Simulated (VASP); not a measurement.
Input of a VASP 6.6.1 run:

File run.py:

```python
from ase.calculators.vasp import Vasp
from ase.dft.bandgap import bandgap
from ase.io import read

atoms = read('Mg.cif', primitive_cell=True, subtrans_included=False)
calc = Vasp(
    directory='calc',
    xc='rpbe',
    pp='PBE',
    setups={'base': 'minimal', 'Mg': '_GW'},
    prec='Accurate',
    encut=550,
    ediff=1e-07,
    ismear=0,
    sigma=0.02,
    lreal=False,
    lasph=True,
    nelm=80,
    algo='Normal',
    isif=2,
    lwave=False,
    lcharg=False,
    kpts=[10, 10, 5],
    gamma=True,
)
atoms.calc = calc

print('energy (eV):', atoms.get_potential_energy())
print('free energy (eV):', atoms.get_potential_energy(force_consistent=True))
print('forces (eV/A):')
print(atoms.get_forces())
print('stress (eV/A^3, Voigt):', atoms.get_stress())
print('Fermi level (eV):', calc.get_fermi_level())
gap, top, bottom = bandgap(calc)
print('band gap (eV):', gap, 'from (spin, k, band)', top, 'to', bottom)
```

Mg.cif

```cif
data_Mg
_cell_length_a 3.20930000
_cell_length_b 3.20930000
_cell_length_c 5.21030000
_cell_angle_alpha 90.00000000
_cell_angle_beta 90.00000000
_cell_angle_gamma 120.00000000
_space_group_name_H-M_alt 'P6_3/mmc'
_space_group_name_Hall '-P 6c 2c'
_space_group_IT_number 194
loop_
_space_group_symop_operation_xyz
'x,y,z'
'-x,-y,-z'
'x-y,x,z+1/2'
'-x+y,-x,-z+1/2'
'-y,x-y,z'
'y,-x+y,-z'
'-x,-y,z+1/2'
'x,y,-z+1/2'
'-x+y,-x,z'
'x-y,x,-z'
'y,-x+y,z+1/2'
'-y,x-y,-z+1/2'
'-y,-x,-z+1/2'
'y,x,z+1/2'
'-x,-x+y,-z'
'x,x-y,z'
'-x+y,y,-z+1/2'
'x-y,-y,z+1/2'
'y,x,-z'
'-y,-x,z'
'x,x-y,-z+1/2'
'-x,-x+y,z+1/2'
'x-y,-y,-z'
'-x+y,y,z'
loop_
_atom_site_label
_atom_site_type_symbol
_atom_site_symmetry_multiplicity
_atom_site_Wyckoff_symbol
_atom_site_fract_x
_atom_site_fract_y
_atom_site_fract_z
_atom_site_occupancy
Mg1 Mg 2 c 0.6666666667 0.3333333333 0.7500000000 1
```

Potentials or basis: VASP PAW PBE potentials, release 64 (Mg_GW).

The run is started by

```console
$ python run.py
```

(1) Estimate the band gap on the k mesh.

(2) What does it give for the pressure?

Answers

(1) none (metal or under the smearing width).

(2) 0.5 GPa.

Caveat: the PAW data sets were made with another functional, which shifts forces and pressure a little.
